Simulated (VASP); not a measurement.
# ZnO (zincite) (P6_3mc) in VASP: a series of runs

Runs on ZnO (zincite). Level: PBE. Tasks: dielectric tensor.

All numbers are computed with VASP 6.6.1; they aren't measurements. Logs are shortened: lines on timing, memory, paths and dates and some standing lists are left out, and cuts for length are marked.

## Step 1: Starting point

It takes space group P6_3mc (No. 186, hexagonal). Conventional cell: a = 3.249 Å, b = 3.249 Å, c = 5.206 Å, α = 90.00°, β = 90.00°, γ = 120.00°. Around Zn (site symmetry 3m) lie 4 O at 1.97 to 1.98 Å. O (site symmetry 3m) is surrounded by 4 Zn at 1.97 to 1.98 Å.

## Step 2: Dielectric tensor, PBE

File INCAR:

```
PREC     = Accurate       # precision mode
ENCUT    = 400            # plane-wave cutoff, eV
EDIFF    = 1E-8           # SCF threshold, eV
ISMEAR   = 0              # smearing method
SIGMA    = 0.01           # smearing width, eV
LREAL    = False          # projectors in reciprocal space
LASPH    = True           # aspherical terms in the spheres
NELM     = 100            # most SCF steps
ALGO     = Normal         # electronic algorithm
ISIF     = 2              # what is computed and relaxed
LWAVE    = False          # write WAVECAR
LCHARG   = False          # write CHGCAR
GGA      = PE             # functional
LEPSILON = True           # dielectric tensor by DFPT
```

File KPOINTS:

```
Automatic mesh
0
Gamma
  4 4 2
```

File POSCAR:

```
ZnO
1.0
    3.2493080000      0.0000000000      0.0000000000
   -1.6246540000      2.8139832727      0.0000000000
    0.0000000000      0.0000000000      5.2057090000
Zn O
2 2
Direct
    0.6666666667      0.3333333333      0.0000000000
    0.3333333333      0.6666666667      0.5000000000
    0.3333333333      0.6666666667      0.8790100000
    0.6666666667      0.3333333333      0.3790100000
```

Potentials or basis: VASP PAW PBE potentials, release 64 (Zn, O).

Started as:

```bash
> cat potpaw_PBE.64/Zn/POTCAR potpaw_PBE.64/O/POTCAR > POTCAR
> mpirun -np 1 vasp_std > vasp.out
```

OUTCAR:

```text
PREC = Accurate
   ENCUT = 400
   EDIFF = 1E-8
   ISMEAR = 0
   LREAL = False
   LASPH = True
   NELM = 100
   ISIF = 2
   GGA = PE
   LEPSILON = True

 Found      8 irreducible k-points:

 Following reciprocal coordinates:
            Coordinates               Weight
  0.000000  0.000000  0.000000      1.000000
  0.250000 -0.000000  0.000000      6.000000
  0.500000 -0.000000  0.000000      3.000000
  0.250000  0.250000  0.000000      6.000000
  0.000000  0.000000  0.500000      1.000000
  0.250000 -0.000000  0.500000      6.000000
   k-points           NKPTS =      8   k-points in BZ     NKDIM =      8   number of bands    NBANDS=     22
   number of dos      NEDOS =    301   number of ions     NIONS =      4
   total plane-waves  NPLWV =  20736
   dimension x,y,z NGX =    24 NGY =   24 NGZ =   36
   dimension x,y,z NGXF=    48 NGYF=   48 NGZF=   72
   ions per type =               2   2
   NGX,Y,Z   is equivalent  to a cutoff of  12.28, 12.28, 11.50 a.u.
   NGXF,Y,Z  is equivalent  to a cutoff of  24.56, 24.56, 22.99 a.u.
 SYSTEM =  unknown system
   PREC   = accura    normal or accurate (medium, high low for compatibility)
   ISTART =      0    job   : 0-new  1-cont  2-samecut
   ICHARG =      2    charge: 1-file 2-atom 10-const
   ISPIN  =      1    spin polarized calculation?
   LNONCOLLINEAR =      F non collinear calculations
   LSORBIT =      F    spin-orbit coupling
   LASPH  =      T    aspherical Exc in radial PAW
   ENCUT  =  400.0 eV  29.40 Ry    5.42 a.u.   5.30  5.30  8.49*2*pi/ulx,y,z
   NELM   =    100;   NELMIN=  2; NELMDL= -5     # of ELM steps
   EDIFF  = 0.1E-07   stopping-criterion for ELM
   LREAL  =      F    real-space projection
   EDIFFG = 0.1E-06   stopping-criterion for IOM
   NSW    =      0    number of steps for IOM
   IBRION =     -1    ionic relax: 0-MD 1-quasi-New 2-CG
   NFREE  =      0    steps in history (QN), initial steepest desc. (CG)
   ISIF   =      2    stress and relaxation
   ISYM   =      2    0-nonsym 1-usesym 2-fastsym
   POTIM  = 0.5000    time-step for ionic-motion
   TEBEG  =    0.0;   TEEND  =   0.0 temperature during run
   PSTRESS=    0.0 pullay stress
   NELECT =      36.0000    total number of electrons
   NUPDOWN=      -1.0000    fix difference up-down
   EMIN   =  10.00;   EMAX   =-10.00  energy-range for DOS
   EFERMI =   0.00;   METHOD = LEGACY
   ISMEAR =     0;   SIGMA  =   0.01  broadening in eV -4-tet -1-fermi 0-gaus
   EFERMI_NEDOS =   21; number of points for ismear=-14 and -15
   IALGO  =     38    algorithm
   IMIX   =      4    mixing-type and parameters
     AMIX     =   0.40;   BMIX     =  1.00
     AMIX_MAG =   1.60;   BMIX_MAG =  1.00
  volume/ion in A,a.u.               =      11.90        80.30
  Fermi-wavevector in a.u.,A,eV,Ry     =   1.491574  2.818667 30.270160  2.224794
  Thomas-Fermi vector in A             =   2.604212
   LORBIT       =      0    0 simple, 1 ext, 2 COOP (PROOUT), +10 PAW based schemes
   GGA     = PE    functional components
   LHFCALC =     F    Hartree Fock is set to
   AEXX    =    0.0000 exact exchange contribution
   IVDW    =     0    specifies the selected vdW correction
   LEPSILON=     T    determine dielectric tensor
   LRPA    =     F    only Hartree local field effects (RPA)
 non-spin polarized calculation
 Gauss-broadening in eV      SIGMA  =   0.01
  energy-cutoff  :      400.00
  volume of cell :       47.60
 maximum number of plane-waves:       880
 NGX is ok and might be reduce to    24
   NGX = 11   NGY = 11   NGZ = 17

--------------------------------------- Ionic step        1  -------------------------------------------

 number of electron      36.0000066 magnetization

 E-fermi :   1.3395     XC(G=0): -10.9055

 val. band max:        1.2134132855   @ k =   0.0000   0.0000   0.0000
 cond. band min:       1.9938271262   @ k =   0.0000   0.0000   0.0000
 fundamental gap:      0.7804138407
 Fermi energy:         1.3395302568

 k-point     1 :       0.0000    0.0000    0.0000
  band No.  band energies     occupation
      1     -16.8770      2.00000
      2     -16.1461      2.00000
      3      -4.4783      2.00000
      4      -4.4783      2.00000
      5      -4.4386      2.00000
      6      -4.4222      2.00000
      7      -4.2803      2.00000
      8      -4.2803      2.00000
      9      -3.2988      2.00000
     10      -3.2988      2.00000
     11      -3.0834      2.00000
     12      -3.0834      2.00000
     13      -2.8173      2.00000
     14       0.4007      2.00000
     15       0.4007      2.00000
     16       1.1487      2.00000
     17       1.2134      2.00000
     18       1.2134      2.00000
     19       1.9938      0.00000
     20       6.4132      0.00000
     21       9.4851      0.00000
     22      14.0553      0.00000

 k-point     2 :       0.2500   -0.0000    0.0000
  band No.  band energies     occupation
      1     -16.5754      2.00000
      2     -16.0297      2.00000
      3      -4.7384      2.00000
      4      -4.3929      2.00000
      5      -4.3267      2.00000
      6      -4.2122      2.00000
      7      -4.0221      2.00000
      8      -3.9242      2.00000
      9      -3.4096      2.00000
     10      -3.2763      2.00000
     11      -3.0610      2.00000
     12      -2.9301      2.00000
     13      -2.7742      2.00000
     14      -1.2860      2.00000
     15      -0.4976      2.00000
     16      -0.3046      2.00000
     17       0.7148      2.00000
     18       0.8245      2.00000
     19       4.4724      0.00000
     20       8.2350      0.00000
     21       9.3954      0.00000
     22      10.8352      0.00000

 k-point     3 :       0.5000   -0.0000    0.0000
  band No.  band energies     occupation
      1     -16.1946      2.00000
      2     -15.9725      2.00000
      3      -4.7148      2.00000
      4      -4.5163      2.00000
      5      -4.2275      2.00000
      6      -3.8598      2.00000
      7      -3.8316      2.00000
      8      -3.6780      2.00000
      9      -3.2633      2.00000
     10      -3.1238      2.00000
     11      -3.0352      2.00000
     12      -2.9625      2.00000
     13      -2.4929      2.00000
     14      -2.3226      2.00000
     15      -1.6163      2.00000
     16      -1.0757      2.00000
     17      -0.0675      2.00000
     18       0.3853      2.00000
     19       6.9795      0.00000
     20       8.0723      0.00000
     21       8.8358      0.00000
     22       9.6920      0.00000

 k-point     4 :       0.2500    0.2500    0.0000
  band No.  band energies     occupation
      1     -16.2055      2.00000
      2     -15.9658      2.00000
      3      -4.5230      2.00000
      4      -4.4348      2.00000
      5      -4.1269      2.00000
      6      -4.0618      2.00000
      7      -3.6863      2.00000
      8      -3.5813      2.00000
      9      -3.4162      2.00000
     10      -3.2847      2.00000
     11      -3.0219      2.00000
     12      -2.7946      2.00000
     13      -2.6934      2.00000
     14      -1.9909      2.00000
     15      -1.6368      2.00000
     16      -1.4666      2.00000
     17      -0.0836      2.00000
     18      -0.0190      2.00000
     19       7.0848      0.00000
     20       8.9068      0.00000
     21       9.6959      0.00000
     22       9.7605      0.00000

 k-point     5 :       0.0000    0.0000    0.5000
  band No.  band energies     occupation
      1     -16.5214      2.00000
      2     -16.5214      2.00000
      3      -4.7047      2.00000
      4      -4.7047      2.00000
      5      -4.4059      2.00000
      6      -4.4059      2.00000
      7      -4.4059      2.00000
      8      -4.4059      2.00000
      9      -3.1679      2.00000
     10      -3.1679      2.00000
     11      -3.1679      2.00000
     12      -3.1679      2.00000
     13      -1.0179      2.00000
     14      -1.0179      2.00000
     15       0.8136      2.00000
     16       0.8136      2.00000
     17       0.8136      2.00000
     18       0.8136      2.00000
     19       4.6708      0.00000
     20       4.6708      0.00000
     21      11.3340      0.00000
     22      11.3340      0.00000

 k-point     6 :       0.2500   -0.0000    0.5000
  band No.  band energies     occupation
      1     -16.3043      2.00000
      2     -16.3043      2.00000
      3      -4.8462      2.00000
      4      -4.8462      2.00000
      5      -4.2274      2.00000
      6      -4.2274      2.00000
      7      -4.2015      2.00000
      8      -4.2015      2.00000
      9      -3.1644      2.00000
     10      -3.1644      2.00000
     11      -3.1553      2.00000
     12      -3.1553      2.00000
     13      -1.3525      2.00000
     14      -1.3525      2.00000
     15      -0.0940      2.00000
     16      -0.0940      2.00000
     17       0.2733      2.00000
     18       0.2733      2.00000
     19       5.9924      0.00000
     20       5.9924      0.00000
     21      10.6615      0.00000
     22      10.6615      0.00000

 [... further k-points ...]

  FORCE on cell =-STRESS in cart. coord.  units (eV):
  Direction    XX          YY          ZZ          XY          YZ          ZX
  --------------------------------------------------------------------------------------
  -------------------------------------------------------------------------------------
  Total        0.2606038      0.2606038      0.6159308      0.0000000      0.0000000      0.0000000
  in kB        8.7720100      8.7720100     20.7324296      0.0000000      0.0000000      0.0000000
  external PRESSURE =      12.7588165 kB  Pullay stress =       0.0000000 kB

 VOLUME and BASIS-vectors are now :
 -----------------------------------------------------------------------------
  energy-cutoff  :      400.00
  volume of cell :       47.60
      direct lattice vectors                 reciprocal lattice vectors
     3.249308000  0.000000000  0.000000000     0.307757836  0.177684070  0.000000000
    -1.624654000  2.813983273  0.000000000     0.000000000  0.355368139  0.000000000
     0.000000000  0.000000000  5.205709000     0.000000000  0.000000000  0.192096792

 POSITION                                       TOTAL-FORCE (eV/Angst)
 -----------------------------------------------------------------------------------
      1.62465      0.93799      0.00000        -0.000000      0.000000     -0.070838
     -0.00000      1.87599      2.60285         0.000000      0.000000     -0.070838
     -0.00000      1.87599      4.57587        -0.000000      0.000000      0.070838
      1.62465      0.93799      1.97302         0.000000     -0.000000      0.070838
 -----------------------------------------------------------------------------------
    total drift:                                0.000000      0.000000     -0.000617

  FREE ENERGIE OF THE ION-ELECTRON SYSTEM (eV)
  ---------------------------------------------------
  free  energy   TOTEN  =       -17.8233413237 eV

  energy  without entropy=      -17.8233413237  energy(sigma->0) =      -17.82334132

 HEAD OF MICROSCOPIC STATIC DIELECTRIC TENSOR (INDEPENDENT PARTICLE, excluding Hartree and local field effects)
 ------------------------------------------------------
          21.201926     0.000000     0.000000
           0.000000    21.201926     0.000000
           0.000000     0.000000    18.563469
 ------------------------------------------------------

 Free energy of the ion-electron system (eV)
  ---------------------------------------------------
  ---------------------------------------------------
  free energy    TOTEN  =        -2.69732293 eV

  energy without entropy =       -2.69732293

------------------------ aborting loop because EDIFF is reached ----------------------------------------

--------------------------------------- Ionic step        2  -------------------------------------------

------------------------ aborting loop because EDIFF is reached ----------------------------------------

--------------------------------------- Ionic step        3  -------------------------------------------

 Free energy of the ion-electron system (eV)
  ---------------------------------------------------
  ---------------------------------------------------
  free energy    TOTEN  =        -2.34939558 eV

  energy without entropy =       -2.34939558

------------------------ aborting loop because EDIFF is reached ----------------------------------------

 PIEZOELECTRIC TENSOR FIELD DIRECTION 3  (e Angst)
 -----------------------------------------------------------------------------
     1.47203 -0.00000  0.00000           (  0.04720 -0.00000  0.00000)
    -0.00000  1.47203  0.00000           ( -0.00000  0.04720  0.00000)
    -0.00000 -0.00000 -2.94396           (  0.00000  0.00000 -0.11211)

 PIEZOELECTRIC TENSOR FIELD DIRECTION 3  (C/m^2)
 -----------------------------------------------------------------------------
     0.49549 -0.00000  0.00000
    -0.00000  0.49549  0.00000
    -0.00000 -0.00000 -0.99095

 MACROSCOPIC STATIC DIELECTRIC TENSOR (including local field effects in DFT)
 ------------------------------------------------------
          20.821044     0.000000    -0.000000
           0.000000    20.821044     0.000000
           0.000000    -0.000000    18.258324
 ------------------------------------------------------

 PIEZOELECTRIC TENSOR (including local field effects)  for field in x, y, z        (e  Angst)
          XX          YY          ZZ          XY          YZ          ZX
  --------------------------------------------------------------------------------
  x     0.00000    -0.00000     0.00000    -0.00000     0.00000     1.66378
  y     0.00000     0.00000     0.00000     0.00000     1.66377     0.00000
  z     1.47203     1.47203    -2.94396     0.00000     0.00000     0.00000

 PIEZOELECTRIC TENSOR (including local field effects)  for field in x, y, z        (C/m^2)
          XX          YY          ZZ          XY          YZ          ZX
  --------------------------------------------------------------------------------
  x     0.00000    -0.00000     0.00000    -0.00000     0.00000     0.56003
  y     0.00000     0.00000     0.00000     0.00000     0.56003     0.00000
  z     0.49549     0.49549    -0.99095     0.00000     0.00000     0.00000

 BORN EFFECTIVE CHARGES (including local field effects) (in |e|, cummulative output)
 ---------------------------------------------------------------------------------
 ion    1
    1     2.74918     0.00000     0.00000
    2     0.00000     2.74918     0.00000
    3    -0.00000     0.00000     2.66338
 ion    2
    1     2.74918     0.00000     0.00000
    2     0.00000     2.74918     0.00000
    3     0.00000     0.00000     2.66338
 ion    3
    1    -2.74918     0.00000     0.00000
    2     0.00000    -2.74918    -0.00000
    3     0.00000     0.00000    -2.66338
 ion    4
    1    -2.74918     0.00000     0.00000
    2     0.00000    -2.74918     0.00000
    3     0.00000     0.00000    -2.66338
```

Wall time 56 s (1 thread of Intel Xeon Platinum 8488C (Sapphire Rapids), shared host); peak memory 0.17 GiB.

The run converged, but some of its settings lie outside the range that counts as converged, so its numbers aren't taken as properties of the crystal.

What came out:

```yaml
Band_gap_on_the_k_mesh: 0.78 eV, direct
Electronic_dielectric_tensor_diagonal: 20.82, 20.82, 18.26
Born_charges_mean_of_the_diagonal: Zn +2.72; O -2.72 e
```

Caveat: the k mesh is coarse (spacing up to 0.60 Å⁻¹), so the values aren't converged; the cutoff is under 1.25 times the usual one of these potentials, so pressure, stress and relaxed cells hold a basis-set (Pulay) error.

## Step 3: Dielectric tensor, PBE

Edit INCAR of step 2 so:

```diff
@@ -1,3 +1,3 @@
 PREC     = Accurate       # precision mode
-ENCUT    = 400            # plane-wave cutoff, eV
+ENCUT    = 520            # plane-wave cutoff, eV
 EDIFF    = 1E-8           # SCF threshold, eV
```

KPOINTS is that of step 2.

POSCAR is that of step 2.

Potentials or basis: VASP PAW PBE potentials, release 64 (Zn, O).

Started as:

```bash
> cat potpaw_PBE.64/Zn/POTCAR potpaw_PBE.64/O/POTCAR > POTCAR
> mpirun -np 1 vasp_std > vasp.out
```

OUTCAR:

```text
PREC = Accurate
   ENCUT = 520
   EDIFF = 1E-8
   ISMEAR = 0
   LREAL = False
   LASPH = True
   NELM = 100
   ISIF = 2
   GGA = PE
   LEPSILON = True

 Found      8 irreducible k-points:

 Following reciprocal coordinates:
            Coordinates               Weight
  0.000000  0.000000  0.000000      1.000000
  0.250000 -0.000000  0.000000      6.000000
  0.500000 -0.000000  0.000000      3.000000
  0.250000  0.250000  0.000000      6.000000
  0.000000  0.000000  0.500000      1.000000
  0.250000 -0.000000  0.500000      6.000000
   k-points           NKPTS =      8   k-points in BZ     NKDIM =      8   number of bands    NBANDS=     22
   number of dos      NEDOS =    301   number of ions     NIONS =      4
   total plane-waves  NPLWV =  23040
   dimension x,y,z NGX =    24 NGY =   24 NGZ =   40
[... 295 lines left out ...]
          -0.000000    20.821635     0.000000
           0.000000     0.000000    17.940059
 ------------------------------------------------------

 PIEZOELECTRIC TENSOR (including local field effects)  for field in x, y, z        (e  Angst)
          XX          YY          ZZ          XY          YZ          ZX
  --------------------------------------------------------------------------------
  x     0.00000    -0.00000     0.00000    -0.00000     0.00000     1.67145
  y     0.00000     0.00000    -0.00000    -0.00000     1.67145     0.00000
  z     1.46848     1.46848    -2.92844     0.00000     0.00000     0.00000

 PIEZOELECTRIC TENSOR (including local field effects)  for field in x, y, z        (C/m^2)
          XX          YY          ZZ          XY          YZ          ZX
  --------------------------------------------------------------------------------
  x     0.00000    -0.00000     0.00000    -0.00000     0.00000     0.56262
  y     0.00000     0.00000    -0.00000    -0.00000     0.56261     0.00000
  z     0.49430     0.49430    -0.98572     0.00000     0.00000     0.00000

 BORN EFFECTIVE CHARGES (including local field effects) (in |e|, cummulative output)
 ---------------------------------------------------------------------------------
 ion    1
    1     2.75387    -0.00000     0.00000
    2     0.00000     2.75387     0.00000
    3    -0.00000     0.00000     2.65984
 ion    2
    1     2.75387     0.00000     0.00000
    2    -0.00000     2.75387     0.00000
    3     0.00000    -0.00000     2.65984
 ion    3
    1    -2.75387     0.00000     0.00000
    2     0.00000    -2.75387     0.00000
    3     0.00000     0.00000    -2.65984
 ion    4
    1    -2.75387    -0.00000     0.00000
    2     0.00000    -2.75387     0.00000
    3     0.00000    -0.00000    -2.65984
```

OSZICAR:

```text
[... 13 lines left out ...]
RMM:   4    -0.229326534062E+01   -0.43248E-01   -0.18080E-02   583   0.101E+00    0.103E-01
RMM:   5    -0.230120605030E+01   -0.79407E-02   -0.63517E-04   581   0.196E-01    0.373E-02
RMM:   6    -0.230583299094E+01   -0.46269E-02   -0.12190E-04   547   0.867E-02    0.123E-02
RMM:   7    -0.230605778085E+01   -0.22479E-03   -0.36063E-06   536   0.140E-02    0.604E-03
RMM:   8    -0.230651229094E+01   -0.45451E-03   -0.21037E-06   562   0.106E-02    0.692E-04
RMM:   9    -0.230658975515E+01   -0.77464E-04    0.11537E-08   577   0.205E-03    0.297E-04
RMM:  10    -0.230658062994E+01    0.91252E-05    0.43463E-07   552   0.723E-04    0.457E-05
RMM:  11    -0.230658364763E+01   -0.30177E-05    0.12581E-06   424   0.147E-04    0.204E-05
RMM:  12    -0.230658362837E+01    0.19265E-07    0.10183E-10   280   0.642E-05    0.328E-06
```

It took 63 s on 1 thread of Intel Xeon Platinum 8488C (Sapphire Rapids), shared host; peak memory 0.18 GiB.

These settings aren't checked as converged: the numbers below hold their error.

Results:

| Item | Value |
| --- | --- |
| Band gap on the k mesh | 0.78 eV, direct |
| Electronic dielectric tensor (diagonal) | 20.82, 20.82, 17.94 |
| Born charges (mean of the diagonal) | Zn +2.72; O -2.72 e |

Caveat: the k mesh is coarse (spacing up to 0.60 Å⁻¹), so the values aren't converged.
